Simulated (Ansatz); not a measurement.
# CoSi2: the cost of one run

Program: Ansatz 0.2.0. Level of theory: DFT PBE, scalar-relativistic, plane waves, PAW. These are calculated values, not measurements.

1 further run of the same task is left out (set aside as unsound or not needed).

## (1) The structure to begin with

It takes space group Fm-3m (No. 225, cubic). The conventional cell has a = 5.360 Å, b = 5.360 Å, c = 5.360 Å, α = 90.00°, β = 90.00°, γ = 90.00°. Co (site symmetry m-3m) is surrounded by 8 Si at 2.32 Å. Around Si (site symmetry -43m) lie 4 Co at 2.32 Å.

Coordinates:

```
CELL_PARAMETERS angstrom
0.00000 2.67994 2.67994
2.67994 0.00000 2.67994
2.67994 2.67994 0.00000
ATOMIC_POSITIONS crystal
Co 0.00000 0.00000 0.00000
Si 0.25000 0.25000 0.25000
Si 0.75000 0.75000 0.75000
```

This cell was relaxed beforehand with the same method: volume 12.83 Å³/atom, gap on the mesh none (metal).

## (2) The undisturbed cell

Input file input.yaml:

```yaml
crystal:
  lattice:
    - [0.0, 2.6799390576, 2.6799390576]
    - [2.6799390576, 0.0, 2.6799390576]
    - [2.6799390576, 2.6799390576, 0.0]
  atoms:
    - { symbol: Co, position: [0.0, 0.0, 0.0] }
    - { symbol: Si, position: [0.25, 0.25, 0.25] }
    - { symbol: Si, position: [0.75, 0.75, 0.75] }
basis:
  ecutwfc: 420
kpoints:
  mp_grid: { grid: [12, 12, 12] }
hamiltonian:
  xc: pbe
scf:
  occupations: { method: gaussian, width: 0.15 }
output:
  forces: true
  stress: true
  eigenvalues: true
```

On the command line:

```bash
$ ansatz run input.yaml --threads 1 --pin off --max-ram 2560MiB --backend cpu --events-out ev --progress --plain --runs-dir out
```

**Question.** How long does this run take on 1 thread of Intel Xeon Platinum 8488C (Sapphire Rapids), shared host, and how much memory does it need?

About 2 s, with a peak of 0.4 GiB.
